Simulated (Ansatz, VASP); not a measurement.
# One calculation of Sb, two programs

```xyz
2
Lattice="3.3545 0.0000 0.0000 -1.6773 2.9051 0.0000 0.0000 0.0000 5.4702" Properties=species:S:1:pos:R:3 pbc="T T T"
Sb    1.6773    0.9684    4.1026
Sb    0.0000    1.9367    1.3675
```

This isn't the form of Sb at room conditions, which is rhombohedral.

Alike in both runs: functional PBE; k mesh 9 × 9 × 5; occupations gaussian, width 0.02 eV; no spin polarisation.

|  | VASP | Ansatz |
| --- | --- | --- |
| version | VASP 6.6.1 | Ansatz 0.2.0 |
| potentials or method | VASP PAW PBE potentials, release 64 (Sb) | Ansatz PAW |
| plane-wave cutoff (eV) | 520 | 420 |
| valence electrons in the cell | 10 | 30 |
| task | atomic charges | single point |

VASP gave:

```
gap on the k mesh at the Fermi level (eV)       : none
pressure (GPa)                                  : 1.3
largest component of the traceless stress (GPa) : 0.43
```

What did Ansatz give for the same quantities?

gap on the k mesh at the Fermi level (eV): none; pressure (GPa): 1.5; largest component of the traceless stress (GPa): 0.40.

A gap of «none» marks a metal or a gap that the smearing closes. The two sets of potentials don't hold the same shells in valence.

Spin-orbit coupling is left out, which matters for the levels of Sb.
